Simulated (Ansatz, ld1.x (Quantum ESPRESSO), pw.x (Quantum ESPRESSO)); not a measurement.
# vanadium (V) (fcc): variants of one TM potential in the solid

| Item | Value |
| --- | --- |
| Element | vanadium |
| Generator | ld1.x (Quantum ESPRESSO) 7.5 |
| Type | norm-conserving Troullier–Martins (Kleinman–Bylander form) |
| Functional | PBEsol |
| Relativity | scalar-relativistic |
| Frozen core | [Ar] |
| Valence charge | 5 |
| Reference configuration | 3d3 4s2 4p0 |
| Partial waves | 4s (bound): rc 2.80 bohr; 4p (bound, empty): rc 3.35 bohr; 3d (bound): rc 1.80 bohr |
| Local potential | all-electron potential smoothed inside 1.85 bohr (lloc = -2) |
| Core correction | none |

Crystal test: fcc V in pw.x 7.5, no spin, 15³ k-points, Fermi–Dirac smearing 0.01 Ry, cutoffs set for each file from its atomic test. The reference is all-electron LAPW (Ansatz 0.2.0) with the same functional, mesh and smearing; V0 and B0 come from Birch–Murnaghan fits to the pressures at five volumes. Errors are pseudo minus all-electron; Δ is the rms difference of the E(V) curves that follow from these fits, minima aligned, over ±6 % about the mean V0. Mesh and smearing are coarse, so the numbers serve the comparison and aren't converged zero-temperature values; the lattice is a test structure that the element need not adopt.

All-electron: a0 = 3.773 Å (V0 = 13.42 Å³/atom), B0 = 187.5 GPa.

Base: The largest radius (3.35 bohr) exceeds half the bond length (2.52 bohr), so the spheres overlap, which is one possible source of error among others. The logarithmic derivative shows an extra or strongly shifted pseudo pole above the reference energy (s near 1.12 Ry).

1 further variants are left out: they gave no file fit for a test, a broken result, the same result as the base, or pressures whose basis-set error rivals the error shown.

```tsv
change	cutoffs (Ry)	pw.x	a0 (Å)	a0 error (%)	B0 error (%)	Δ (meV/atom)	mean pressure error (GPa)
base	100/400	converged	3.771	-0.04	-4.8	1.0	-0.27
wave 3d (bound): rc 1.80 bohr becomes 3d (bound): rc 1.90 bohr	85/340	converged	3.772	-0.02	-4.8	0.7	-0.11
all radii scaled by about 1.10 (s 3.08, p 3.70, d 1.98 bohr); local potential all-electron potential smoothed inside 2.04 bohr (lloc = -2)	85/340	converged	3.786	+0.36	-4.8	5.8	+1.94
wave 4s (bound): rc 2.80 bohr becomes 4s (bound): rc 1.90 bohr	100/400	converged	3.766	-0.18	-4.3	3.1	-1.00
```

(1) Give the row for: type PAW; waves now 4s (bound): rcut 2.45, rcutus 2.80 bohr; 4s channel at 0.9 Ry: rcut 2.45, rcutus 2.80 bohr; 4p (bound): rcut 2.90, rcutus 3.35 bohr; 4p channel at 4.2 Ry: rcut 2.90, rcutus 3.35 bohr; 3d (bound): rcut 1.55, rcutus 1.80 bohr; 3d channel at 2.65 Ry: rcut 1.55, rcutus 1.80 bohr; local potential all-electron potential smoothed inside 2.05 bohr (lloc = -1); augmentation PSQ, inside the norm-conserving radii.

Answers

(1) pw.x: converged; mean pressure error (GPa): +6.89; a0 (Å): 3.814; a0 error (%): +1.10; B0 error (%): +3.2; Δ (meV/atom): 18.9.
